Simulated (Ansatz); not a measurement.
CsPbI3:
```cif
data_CsI3Pb
_chemical_formula_sum 'Cs1 Pb1 I3'
_space_group_name_H-M_alt 'Pm-3m'
_space_group_IT_number 221
_space_group_name_Hall '-P 4 2 3'
_cell_length_a 6.39044
_cell_length_b 6.39044
_cell_length_c 6.39044
_cell_angle_alpha 90.000
_cell_angle_beta 90.000
_cell_angle_gamma 90.000
loop_
_atom_site_label
_atom_site_type_symbol
_atom_site_symmetry_multiplicity
_atom_site_Wyckoff_symbol
_atom_site_fract_x
_atom_site_fract_y
_atom_site_fract_z
_atom_site_occupancy
Cs1 Cs 1 b 0.50000 0.50000 0.50000 1
Pb1 Pb 1 a 0.00000 0.00000 0.00000 1
I1 I 3 d 0.00000 0.00000 0.50000 1
```

Relaxed with PBE.

Q: Tabulate the valence density and the electron localisation function along the shortest Pb–I contact (3.20 Å), DFT-PBE in the program Ansatz with PAW potentials.

A: 

```csv
distance from Pb (Å),density (e/Å³),ELF
0.32,7.13,0.01
0.48,4.79,0.10
0.64,2.89,0.28
0.80,1.55,0.42
0.96,0.79,0.42
1.12,0.43,0.34
1.28,0.27,0.26
1.44,0.20,0.23
1.60,0.20,0.32
1.76,0.25,0.51
1.92,0.34,0.66
2.08,0.51,0.66
2.24,0.77,0.62
2.40,1.15,0.58
2.56,2.94,0.48
2.72,7.72,0.30
2.88,13.54,0.15
```

The density is the valence pseudo-density with augmentation charge, so density and ELF within about 1 Å of a nucleus are not all-electron values.

This is a known high-temperature phase of the composition, computed here at zero pressure and temperature. Symmetry was held in the PBE relaxation; of distortions, only those at the zone centre were tested, and some modes there are weakly imaginary. Scalar-relativistic: spin–orbit coupling is off unless named, which matters more the heavier the elements.

Potentials: the later of the program's two PAW sets.
